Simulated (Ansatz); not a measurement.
# InAs (F-43m) in Ansatz: notebook

One crystal, InAs, is run at these levels: PBE; tasks: single point.

Everything below comes from runs of Ansatz 0.2.0. Logs are shortened: lines on timing, memory, paths and dates and some standing lists are left out, and cuts for length are marked.

**Measured values to compare with.**

A printed reference work, data compilation reports, for a bulk crystal of InAs at 4.2 K: band gap 0.418 eV (direct).

The runs below are set against these values where they give the same quantity.

### 1 The structure

It takes space group F-43m (No. 216, cubic). Conventional cell: a = 6.036 Å, b = 6.036 Å, c = 6.036 Å, α = 90.00°, β = 90.00°, γ = 90.00°. In (site symmetry -43m) has 4 As at 2.61 Å as nearest neighbours. As (site symmetry -43m) has 4 In at 2.61 Å as nearest neighbours.

### 2 Single point, PBE

input.yaml

```yaml
crystal:
  lattice:
    - [0.0, 3.018, 3.018]
    - [3.018, 0.0, 3.018]
    - [3.018, 3.018, 0.0]
  atoms:
    - { symbol: In, position: [0.0, 0.0, 0.0] }
    - { symbol: As, position: [0.75, 0.75, 0.75] }
hamiltonian:
  xc: pbe
  pseudopotentials: { kind: paw }
kpoints:
  mp_grid: { grid: [8, 8, 8] }
scf:
  occupations: { method: gaussian, width: 0.026 }
output:
  forces: true
  stress: true
  eigenvalues: true
```

Potentials or basis: Ansatz PAW.

Started as:

```sh
> ansatz run input.yaml --threads 2 --pin off --max-ram 5632MiB --backend cpu --events-out ev --progress --plain --runs-dir out
```

Standard output:

```text
Warning: RAYON_NUM_THREADS=2 ignored (pool sized by the plan → 2); use --threads N
Engine: ansatz 0.2.0, x86_64-unknown-linux-gnu
Pseudopotentials: kind: paw
Pseudopotential: In, paw, valence charge 13, recommended cutoff 420 eV (normal), In.paw.azcp
Pseudopotential: As, paw, valence charge 15, recommended cutoff 420 eV (normal), As.paw.azcp
Functional definition: PBE
  parameter kappa = 0.804
  parameter beta = 0.06672455060314922
  exchange = pbe_x(kappa = kappa, mu = beta*pi^2/3)
  correlation = pbe_c(beta = beta)
Crystal: 2 atoms, lattice volume = 54.978 Å³
Basis set: ecut = 420 eV, 1067 PW (Γ), exchange–correlation on 60×60×60 points (8 copies of the dense FFT grid, shifted against one another)
Bands: 18, of which v1, the nominal top of the filled ones, is band 14 counted from 1 (13 counted from 0)
Symmetry: 24 space group operations
Space group: F-43m (ITA 216), of the structure as read, at distance tolerance 3.8e-5 Å
k-points: 29 of 512 (time reversal used)
Non-local potential: In, projectors of the file, l = 0: 2, l = 1: 2, l = 2: 2, l = 3: 2
Non-local potential: As, projectors of the file, l = 0: 2, l = 1: 2, l = 2: 3, l = 3: 1
PAW form: soft (Blöchl's): semilocal exchange-correlation on the pseudo side does not see the compensation charge
PAW one-centre angular grid: In, 590 points (default); XC on 64 Gauss nodes
PAW one-centre angular grid: As, 590 points (default); XC on 64 Gauss nodes
Initial density: superposition of atomic densities (neutral atoms: chi_scale 0, normalization atom), corrected by the library's trained network
Initial wavefunctions: pseudopotential atomic-orbital guess
Functional: x = pbe(κ = 0.804, μ = 0.2195149727645171), c = pbe(β = 0.06672455060314922)
SCF iter   1: F=—  HF=-10454.415939 eV  |F-HF|=—  |Δ(HF+E_count)|=         —  Δρ=2.35e-3  dr2=6.53e-3  ethr=1.77e-3  ⟨swp⟩=6.1  Hψ=2537  notcnv=0
preconditioner: auto → none  [insulator: Δε(μ)=0.941 eV  Ē_g=14.778 eV  σ=0.026 eV  W_gap=0.67  n_scr=14 (ndim 8)  ℏωp=21.2 eV  f_vac=0.106  D(μ)=0.23/eV (n_scr^D=0)  ε∞_Penn≈3.1]
SCF iter   2: F=—  HF=-10454.413123 eV  |F-HF|=—  |Δ(HF+E_count)|=   2.82e-3  Δρ=9.80e-4  dr2=5.39e-4  ethr=2.33e-5  ⟨swp⟩=2.0  Hψ=1132  notcnv=0
SCF iter   3: F=—  HF=-10454.413012 eV  |F-HF|=—  |Δ(HF+E_count)|=   1.11e-4  Δρ=2.84e-4  dr2=5.12e-5  ethr=1.92e-6  ⟨swp⟩=2.0  Hψ=784  notcnv=0
SCF iter   4: F=—  HF=-10454.413048 eV  |F-HF|=—  |Δ(HF+E_count)|=   3.60e-5  Δρ=1.03e-4  dr2=6.02e-6  ethr=1.83e-7  ⟨swp⟩=2.0  Hψ=638  notcnv=0
SCF iter   5: F=—  HF=-10454.413056 eV  |F-HF|=—  |Δ(HF+E_count)|=   8.26e-6  Δρ=3.12e-5  dr2=5.96e-7  ethr=2.15e-8  ⟨swp⟩=2.0  Hψ=929  notcnv=0
SCF iter   6: F=-10454.413056 eV  HF=-10454.413056 eV  |F-HF|=3.97e-9  |Δ(HF+E_count)|=   9.30e-8  Δρ=4.64e-6  dr2=9.21e-9  ethr=3.57e-10  ⟨swp⟩=6.1  Hψ=2458  notcnv=0
SCF 1 converged in 6 iterations: F = -10454.413056 eV  dr2 = 9.21e-9
SCF converged after 6 iterations
Free energy (F): -10454.413056 eV
Harris-Foulkes:  -10454.413056 eV  (|F-HF|=3.97e-9)
Internal energy: -10454.412978 eV  (E = F + TS)
E sigma→0 (E₀):  -10454.413017 eV
Entropy (-TS):   -0.000078 eV (-0.039 meV/atom)
Fermi energy:    7.929978 eV
--- Per-component energies (eV) ---
  E_band       = -309.881789
  E_kinetic    = 347.392320
  E_local      = -3267.659859  (includes V_loc(G=0)·N_el)
  E_nonlocal   = -303.267012
  E_hartree    = 1582.485608
  E_xc         = -294.805806
  E_vxc        = -178.993057  (∫ρ·V_xc dr)
  E_paw        = -5990.758845  (= ΣΔE_a)
  E_vpaw       = -72.330281  (= ΣTr[D̂ρ^β])
  E_aug_tail   = 0.000035  (compensation charges beyond the density's cutoff)
  E_ewald      = -2527.799418
  E_smearing   = -0.000078  (= −TS)
  E_closure    = 0.000000  (closes the sum)
  Σ components = -10454.413056   (vs F -10454.413056, Δ=0.00e0)
--- Forces (eV/Å), atoms counted from 1 ---
  atom   1  In    -0.00000000     0.00000000     0.00000000
  atom   2  As     0.00000000    -0.00000000    -0.00000000
  max |Σ_I F_I| component: 2.38e-16 eV/Å
--- Stress (GPa, compression-positive) ---
        4.292025      -0.000000      -0.000000
       -0.000000       4.292025       0.000000
        0.000000       0.000000       4.292025
  P = ⅓ Tr σ = 4.2920 GPa (42.920 kbar)
--- Band table (eV; the first three rows and the last of 29) ---
  k-point 0: bands = ["-27.0528", "-27.0528", "-27.0528", "-27.0447", "-27.0447", "-6.4759", "-6.4759", "-6.4759", "-6.3479", "-6.3479", "-3.9771", "7.7517", "7.9221", "7.9221", "7.9221", "11.8424", "11.8424", "11.8424"]
  k-point 1: bands = ["-27.0528", "-27.0528", "-27.0528", "-27.0447", "-27.0447", "-6.4967", "-6.4699", "-6.4699", "-6.3480", "-6.3480", "-3.8140", "6.0425", "7.7286", "7.7286", "9.0419", "11.9983", "12.1243", "12.1243"]
  k-point 2: bands = ["-27.0528", "-27.0527", "-27.0527", "-27.0447", "-27.0447", "-6.5434", "-6.4570", "-6.4570", "-6.3467", "-6.3467", "-3.3673", "4.2190", "7.3476", "7.3476", "9.1850", "12.5596", "12.5596", "13.1050"]
  k-point 28: bands = ["-27.0528", "-27.0528", "-27.0523", "-27.0447", "-27.0444", "-6.6394", "-6.4244", "-6.4001", "-6.3636", "-6.3398", "-1.8933", "2.2131", "4.9524", "5.0343", "12.1613", "12.2211", "12.9436", "14.0176"]
```

Run time: 1.9 s. Hardware: 2 threads of Intel Xeon at 2.70GHz, shared host; peak memory 0.37 GiB.

Results:

```yaml
Free_energy: -10454.4131 eV
Pressure: 4.3 GPa
Band_gap_on_the_k_mesh: none (metal or under the smearing width)
```

Caveat: this crystal is a semiconductor, whose small gap the functional closes, so the metal is an error of the method.

### 3 Single point, PBE

input.yaml: that of step 2 with these lines changed.

```diff
@@ -14,3 +14,3 @@
 scf:
-  occupations: { method: gaussian, width: 0.026 }
+  occupations: { method: gaussian, width: 0.027 }
 output:
```

Potentials or basis: Ansatz PAW.

Started as:

```sh
> ansatz run input.yaml --threads 2 --pin off --max-ram 5632MiB --backend cpu --events-out ev --progress --plain --runs-dir out
```

Wall time 1.6 s (2 threads of Intel Xeon at 2.70GHz, shared host); peak memory 0.37 GiB.

Results (log left out):

| Item | Value |
| --- | --- |
| Free energy | -10454.4131 eV |
| Pressure | 4.3 GPa |
| Band gap on the k mesh | none (metal or under the smearing width) |

Levels at points of the mesh, in eV from the Fermi level:
| k point | band 10 | band 11 | band 12 | band 13 | band 14 | band 15 | band 16 | band 17 | band 18 |
| --- | --- | --- | --- | --- | --- | --- | --- | --- | --- |
| (0.00, 0.00, 0.00) | -14.28 | -11.91 | -0.18 | -0.01 | -0.01 | -0.01 | 3.91 | 3.91 | 3.91 |
| (0.00, 0.00, -0.50) | -14.27 | -10.42 | -5.79 | -1.00 | -1.00 | 0.96 | 4.68 | 4.68 | 6.86 |
| (0.00, -0.50, -0.50) | -14.26 | -9.88 | -5.86 | -2.35 | -2.35 | 1.54 | 2.06 | 9.21 | 9.31 |

Caveat: this crystal is a semiconductor, whose small gap the functional closes, so the metal is an error of the method.

### 4 How close it comes

Step 2. A measured gap of InAs is 0.418 eV (direct; 4.2 K; a printed reference work, data compilation); the calculated 0.00 eV misses it by -0.42 eV. Spin-orbit coupling on As, In is left out. The value is that of PBE on a finite k mesh, which can miss the band edges, without temperature or zero-point motion. Semilocal functionals fall short of measured gaps as a rule.

Step 3. Measured gap of InAs: 0.418 eV (direct; 4.2 K; a printed reference work, data compilation). This calculation gives 0.00 eV (-0.42 eV). Spin-orbit coupling on As, In is left out. The value is that of PBE on a finite k mesh, which can miss the band edges, without temperature or zero-point motion. Semilocal functionals fall short of measured gaps as a rule.
